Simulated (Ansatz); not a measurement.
## Calculated ¹⁷O NMR of the central transition for SnO2

Cell: a measured structure from the Crystallography Open Database (COD) whose atoms were relaxed with PBE, the cell held.

Space group P4_2/mnm (No. 136); a = 4.7380, c = 3.1865 Å.

```
site  Wyckoff  site symmetry       x       y       z
  Sn       2a           m.mm  0.0000  0.0000  0.0000
   O       4f           m.2m  0.3054  0.3054  0.0000
```

One atom of each set is listed.

The numbers come from a DFT calculation in Ansatz (PBE, plane waves and PAW, with spin–orbit coupling, 420 eV cutoff, Γ-centred 7×7×9 k-points, Fermi–Dirac smearing 0.02 eV).

¹⁷O has I = 5/2 and Q = -25.58 mb (Pyykkö 2018); at 21.1 T its Larmor frequency is ν₀ = 121.8 MHz. Only the quadrupole interaction is simulated: positions count from each site's isotropic chemical shift, and J coupling is left out, as are shift anisotropy and dipolar coupling, which fast spinning averages.

Question: Simulate the second-order pattern (fast magic-angle spinning, Gaussian broadening 0.2 kHz) of site O (3 Sn at 2.05–2.06 Å).

Answer: The calculation gives C_Q = 6.57 MHz and η = 0.14, so ν_Q = 0.985 MHz and the centre of gravity lies at -17.5 ppm (-2.14 kHz).

offset (kHz), height and a bar:
```
   -5.555          0 
   -5.384          2 
   -5.214          6 ##
   -5.043          7 ##
   -4.872          7 ##
   -4.702          7 ##
   -4.531          7 ##
   -4.361          7 ##
   -4.190          8 ##
   -4.019          8 ##
   -3.849          8 ##
   -3.678         12 ###
   -3.507         36 ###########
   -3.337         64 ###################
   -3.166         86 ##########################
   -2.995         71 #####################
   -2.825         58 #################
   -2.654         52 ################
   -2.484         50 ###############
   -2.313         48 ###############
   -2.142         48 ##############
   -1.972         49 ###############
   -1.801         50 ###############
   -1.630         53 ################
   -1.460         58 #################
   -1.289         67 ####################
   -1.118         87 ##########################
   -0.948        100 ##############################
   -0.777         77 #######################
   -0.607         46 ##############
   -0.436          7 ##
   -0.265          0
```

At O V_zz stands upright on the plane through its three neighbours (within 1°).

At this cell the PBE pressure is 11 GPa, so with PBE the cell would grow if it were relaxed. The entry's cell may itself be off.
